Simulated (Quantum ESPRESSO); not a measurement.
**BN: band structure with r2SCAN**

Crystal: BN.

```
N B
1.0
     2.55394    0.00000    0.00000
    -1.27697    2.21178    0.00000
     0.00000    0.00000    4.22685
N B
2 2
Direct
  0.33333 0.66667 0.12528
  0.66667 0.33333 0.62528
  0.33333 0.66667 0.49972
  0.66667 0.33333 0.99972
```

Measurements of this composition are mostly on another form, of space group No. 194.

* Program: Quantum ESPRESSO 7.5
* Task: band structure
* Functional: r2SCAN
* Potentials or basis: SG15 PBE 1.2
* Cutoff: 1197 eV
* Density cutoff: 4789 eV
* k mesh: 9 × 9 × 4
* Occupations: fermi-dirac, width 0.05 eV
* Spin: no spin polarisation
* Symmetry: off
* Mixing beta: 0.5
* Most SCF iterations: 120
* SCF threshold: 1e-08 Ry

```
Pressure                : -5.0 GPa
Largest force           : 0.034 eV/Å
Band gap on the k mesh  : 5.78 eV, indirect (least direct gap 8.87 eV)
Band gap along the path : 5.78 eV, indirect (least direct gap 8.87 eV)
```

Forces in eV/Å, atoms in the order of the input:
```
N    0.000  0.000 -0.034
N    0.000  0.000 -0.034
B    0.000  0.000  0.034
B    0.000  0.000  0.034
```

Stress tensor (GPa, compression positive):
```
-4.82  0.00  0.00
 0.00 -4.82  0.00
 0.00  0.00 -5.43
```

Levels at the corners of the path, in eV from the valence-band top:
| point | band 5 | band 6 | band 7 | band 8 | band 9 | band 10 | band 11 | band 12 |
| --- | --- | --- | --- | --- | --- | --- | --- | --- |
| Γ | -2.20 | -0.28 | 0.00 | 0.00 | 9.02 | 9.02 | 9.16 | 9.87 |
| M | -7.20 | -5.16 | -4.50 | -2.20 | 7.22 | 8.60 | 11.34 | 11.97 |
| K | -7.59 | -5.61 | -5.61 | -5.60 | 5.78 | 14.21 | 14.21 | 14.84 |
| Γ | -2.20 | -0.28 | 0.00 | 0.00 | 9.02 | 9.02 | 9.16 | 9.87 |
| A | -1.22 | -1.22 | -1.22 | -1.22 | 10.01 | 10.01 | 10.63 | 10.63 |
| L | -3.90 | -3.90 | -3.73 | -3.73 | 7.11 | 7.11 | 10.59 | 10.59 |
| H | -7.91 | -7.91 | -3.16 | -3.16 | 9.86 | 9.86 | 10.94 | 10.94 |
| A | -1.22 | -1.22 | -1.22 | -1.22 | 10.01 | 10.01 | 10.63 | 10.63 |
| L | -3.90 | -3.90 | -3.73 | -3.73 | 7.11 | 7.11 | 10.59 | 10.59 |
| M | -7.20 | -5.16 | -4.50 | -2.20 | 7.22 | 8.60 | 11.34 | 11.97 |
| K | -7.59 | -5.61 | -5.61 | -5.60 | 5.78 | 14.21 | 14.21 | 14.84 |
| H | -7.91 | -7.91 | -3.16 | -3.16 | 9.86 | 9.86 | 10.94 | 10.94 |

It took 73 s on 2 MPI ranks on Intel(R) Xeon(R) 6975P-C (Granite Rapids), on a shared host, peak memory 0.22 GiB a rank.

Caveat: the potentials were made for another functional, which shifts forces and pressure. r2SCAN opens gaps a little over a GGA but as a rule still falls short of measured ones.
